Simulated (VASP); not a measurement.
Input of a VASP 6.6.1 run:

INCAR

```
SYSTEM = GaN
ALGO = Normal
EDIFF = 1E-7
EDIFFG = -0.01
ENCUT = 600
GGA = PE
IBRION = 2
ISIF = 3
ISMEAR = -1
IVDW = 12
LASPH = .True.
LCHARG = .False.
LREAL = .False.
LWAVE = .False.
NELM = 80
NSW = 60
PREC = Accurate
SIGMA = 0.05
```

The input KPOINTS:

```
k-points
0
Gamma
  10 10 5
  0 0 0
```

The input POSCAR:

```
GaN
1.0
    3.1800000000      0.0000000000      0.0000000000
   -1.5900000000      2.7539607840      0.0000000000
    0.0000000000      0.0000000000      5.1660000000
Ga N
2 2
Direct
    0.6666666667      0.3333333333      0.5000000000
    0.3333333333      0.6666666667      0.0000000000
    0.6666666667      0.3333333333      0.8750000000
    0.3333333333      0.6666666667      0.3750000000
```

Potentials or basis: VASP PAW PBE potentials, release 64 (Ga_d, N).

Launch:

```sh
$ cat potpaw_PBE.64/Ga_d/POTCAR potpaw_PBE.64/N/POTCAR > POTCAR
$ mpirun -np 1 vasp_std > vasp.out
```

**Question.** Predict the band gap on the k mesh.

**Answer.** 1.85 eV, direct.

**Question.** Predict the relaxed volume.

**Answer.** 11.52 Å³/atom.

**Question.** Predict the space group after relaxing (to 0.05 Å).

**Answer.** P6_3mc (No. 186).

Forces on the atoms (eV/Å):
```
Ga   0.000  0.000 -0.008
Ga   0.000  0.000 -0.008
N    0.000  0.000  0.008
N    0.000  0.000  0.008
```

As with any semilocal functional, this PBE gap is likely too small. Zero-point motion and thermal expansion aren't in these numbers.
